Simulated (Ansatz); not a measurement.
# Sn2Ge: the cost of one run

Program: Ansatz 0.2.0. Level of theory: DFT PBE, scalar-relativistic, plane waves, PAW. These are calculated values, not measurements.

### 1 Starting point

The structure is trigonal, space group P-3m1 (No. 164). Conventional cell: a = 4.499 Å, b = 4.499 Å, c = 11.063 Å, α = 90.00°, β = 90.00°, γ = 120.00°. Around Sn (site symmetry 3m) lie 3 Ge at 2.74 Å and 1 Sn at 2.89 Å. Sn (site symmetry 3m) is surrounded by 1 Ge at 2.69 Å and 3 Sn at 2.81 Å. Around Ge (site symmetry 3m) lie 4 Sn at 2.69 to 2.74 Å.

Structure file:

```
Sn Ge
1.0
     4.49931    0.00000    0.00000
    -2.24965    3.89652    0.00000
     0.00000    0.00000   11.06314
Sn Ge
4 2
Cartesian
  0.0000 0.0000 4.0856
  0.0000 2.5977 0.5419
  2.2497 1.2988 10.5212
  0.0000 0.0000 6.9776
  2.2497 1.2988 7.8344
  0.0000 2.5977 3.2288
```

The start is the relaxed end of an invented cell (made as: elements ordered on the sites of the Sn type, Ge/Sn on Sn (P-3m1, No. 164)), taken up again for a closer look.

### 2 A first look at the guess

Input file input.yaml:

```yaml
crystal:
  lattice:
    - [4.4993082, 0.0, 0.0]
    - [-2.2496541, 3.8965152, 0.0]
    - [0.0, 0.0, 11.0631436]
  atoms:
    - { symbol: Sn, position: [0.0, 0.0, 0.369294] }
    - { symbol: Sn, position: [0.3333333, 0.6666667, 0.048985] }
    - { symbol: Sn, position: [0.6666667, 0.3333333, 0.951015] }
    - { symbol: Sn, position: [0.0, 0.0, 0.630706] }
    - { symbol: Ge, position: [0.6666667, 0.3333333, 0.708152] }
    - { symbol: Ge, position: [0.3333333, 0.6666667, 0.291848] }
basis:
  ecutwfc: 420
kpoints:
  mp_grid: { grid: [6, 6, 2] }
hamiltonian:
  xc: pbe
scf:
  occupations: { method: gaussian, width: 0.1 }
  lower_state_search: "off"
output:
  forces: true
  stress: true
  eigenvalues: true
```

On the command line:

```bash
$ ansatz run input.yaml --threads 4 --pin off --max-ram 8192MiB --backend cpu --events-out ev --progress --plain --runs-dir out
```

**Question.** How long does this run take on 4 threads of Intel Xeon Platinum 8488C (Sapphire Rapids), shared host, and how much memory does it need?

About 1.5 s, with a peak of 0.68 GiB.
